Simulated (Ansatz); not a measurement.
# Ru (sc type): the cost of one run

Computed with Ansatz 0.2.0 (DFT, PBE, PAW with Ansatz's default frozen-core files, scalar-relativistic, unless a step's input says otherwise).

## Step 1: The system as given

The structure is cubic, space group Pm-3m (No. 221). The conventional cell has a = 2.459 Å, b = 2.459 Å, c = 2.459 Å, α = 90.00°, β = 90.00°, γ = 90.00°. Around Ru (site symmetry m-3m) lie 6 Ru at 2.46 Å.

Coordinates:

```
Ru
1.0
     2.45904    0.00000    0.00000
     0.00000    2.45904    0.00000
     0.00000    0.00000    2.45904
Ru
1
Cartesian
  0.0000 0.0000 0.0000
```

Whether this phase is the stable one at these pressures isn't tested.

## Step 2: Cell relaxed at zero pressure, PAW

input.yaml

```yaml
crystal:
  lattice:
    - [2.4590359101, 0.0, 0.0]
    - [0.0, 2.4590359101, 0.0]
    - [0.0, 0.0, 2.4590359101]
  atoms:
    - { symbol: Ru, position: [0.0, 0.0, 0.0] }
kpoints:
  mp_grid: { grid: [15, 15, 15] }
scf:
  occupations: { method: fermi_dirac, width: 0.1 }
hamiltonian:
  xc: pbe
  pseudopotentials: { kind: paw }
output:
  forces: true
  stress: true
  write_density: true
  write_potential: true
  elf: true
  volumetric_format: npy
relax:
  f_tol: 0.005
  max_steps: 40
  cell: {}
```

On the command line:

```bash
> ansatz run input.yaml --threads 1 --pin off --max-ram 2048MiB --backend cpu --events-out ev --progress --plain --runs-dir out
```

What time and memory should one allow on 1 thread of Arm Neoverse V1, shared host?

About 7.5 s, with a peak of 0.29 GiB.
